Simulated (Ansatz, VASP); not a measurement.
BN: VASP beside Ansatz

```xyz
2
Lattice="0.0000 1.8552 1.7831 1.8552 0.0000 1.7831 1.8552 1.8552 0.0000" Properties=species:S:1:pos:R:3 pbc="T T T"
B     0.0000    0.0000    0.0000
N     0.9276    0.9276    0.8915
```

Change from the starting cell: epitaxial_xy strain +2.8%.

Alike in both runs: task single point; functional r2SCAN; k mesh 12 × 12 × 12; no spin polarisation.

|  | VASP | Ansatz |
| --- | --- | --- |
| version | VASP 6.6.1 | Ansatz 0.2.0 |
| potentials or method | VASP PAW PBE potentials, release 64 (B, N) | plane waves, PAW |
| plane-wave cutoff (eV) | 520 | 500 |
| occupations | gaussian, width 0.01 eV | fixed |
| valence electrons in the cell | 8 | 8 |

Ansatz gave:

- gap on the k mesh at the Fermi level (eV): 4.27
- pressure (GPa): -15.5
- largest component of the traceless stress (GPa): 15.52

Q: Which values does VASP return?

A: gap on the k mesh at the Fermi level (eV): 4.25; pressure (GPa): -14.6; largest component of the traceless stress (GPa): 15.47.

Caveats: the PAW data sets were made with another functional, which shifts forces and pressure a little (VASP). A k mesh can miss the band edges.
